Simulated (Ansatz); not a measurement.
LiI (rock salt)

```
LiI
1.0
    0.00000     3.00909     3.00909
    3.00909     0.00000     3.00909
    3.00909     3.00909     0.00000
I Li
1 1
Cartesian
  0.00000   0.00000   0.00000
  3.00909   3.00909   3.00909
```

All values below come from r2SCAN (plane waves to 500 eV, PAW, scalar-relativistic; Ansatz, a quantum-chemistry and plane-wave program). Harmonic phonons by density-functional perturbation theory on a 8×8×8 k mesh, in cm⁻¹; i marks imaginary ones, q is in fractions of the reciprocal vectors of the cell shown, and the three acoustic modes at Γ are left out. The non-analytic (LO-TO) term is not included, so polar modes at Γ have their transverse values. LiI was relaxed with its symmetry unable to fall. Spin-orbit coupling is left out, though I is heavy.

Q: Does any mode at Γ, L = (0.5, 0.0, 0.0), X = (0.5, 0.5, 0.0) come out imaginary?

A: No imaginary mode at these points (lowest 47 cm⁻¹ at L = (0.5, 0.0, 0.0)); other wave vectors were not tested.

Q: List the wavenumbers at Γ, L = (0.5, 0.0, 0.0), X = (0.5, 0.5, 0.0), with degeneracies.

A: 
| q | wavenumbers (cm⁻¹) |
|---|---|
| Γ | 125 (×3) |
| L = (0.5, 0.0, 0.0) | 47 (×2), 91, 158 (×2), 304 |
| X = (0.5, 0.5, 0.0) | 56 (×2), 82, 132 (×2), 144 |
